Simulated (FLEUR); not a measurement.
The system is TiO2.

```
Ti O
1.0
     4.59984    0.00000    0.00000
     0.00000    4.59984    0.00000
     0.00000    0.00000    2.95921
Ti O
2 4
Direct
  0.00000 0.00000 0.50000
  0.50000 0.50000 0.00000
  0.30432 0.30432 0.50000
  0.19568 0.80432 0.00000
  0.80432 0.19568 0.00000
  0.69568 0.69568 0.50000
```

The cell is a database's computed one.

| Quantity | Value |
| --- | --- |
| Program | FLEUR MaX-R8.1 (later development tree) |
| Task | single point |
| Functional | PBEsol |
| Potentials or basis | all-electron |
| Basis | FLAPW |
| Kmax | 5.16 1/bohr |
| k mesh | 6 × 6 × 9 |
| Occupations | fermi-dirac, width 0.05 eV |
| Spin | no spin polarisation |
| Gmax | 16 1/bohr |
| Muffin-tin radii | Ti 1.9, O 1.45 bohr |
| lmax | Ti 8, O 8 |
| lnonsphr | Ti 8, O 8 |
| Local orbitals a species | Ti 5, O 3 |
| Max iterations | 60 |
| Mixing factor | 0.05 |
| Mixer | Anderson |
| Mixer history | 15 |

On this cell: largest force 0.073 eV/Å; band gap on the k mesh 1.82 eV, direct.

The same run follows on a disturbed copy (atoms moved at random, drawn with an rms of 0.05 Å):

```
Ti O
1.0
     4.59984    0.00000    0.00000
     0.00000    4.59984    0.00000
     0.00000    0.00000    2.95921
Ti O
2 4
Cartesian
  -0.0329 0.0348 1.4720
  2.2625 2.3487 -0.0103
  1.4100 1.3962 1.4689
  0.8706 3.7160 0.0144
  3.6592 0.8931 0.0208
  3.2157 3.2459 1.5089
```

Q: What changes?

A: The energy moves by +6.0 meV/atom; largest force 0.879 eV/Å; band gap on the k mesh 1.75 eV, indirect (least direct gap 1.78 eV).

Forces in eV/Å, atoms in the order of the input:
```
Ti  -0.055  0.088 -0.004
Ti   0.035 -0.085 -0.040
O    0.113  0.497  0.250
O    0.305 -0.180  0.005
O    0.198  0.310 -0.076
O   -0.598 -0.629 -0.137
```

Caveats: an odd mesh through Γ misses points on the zone boundary, where band edges often lie.
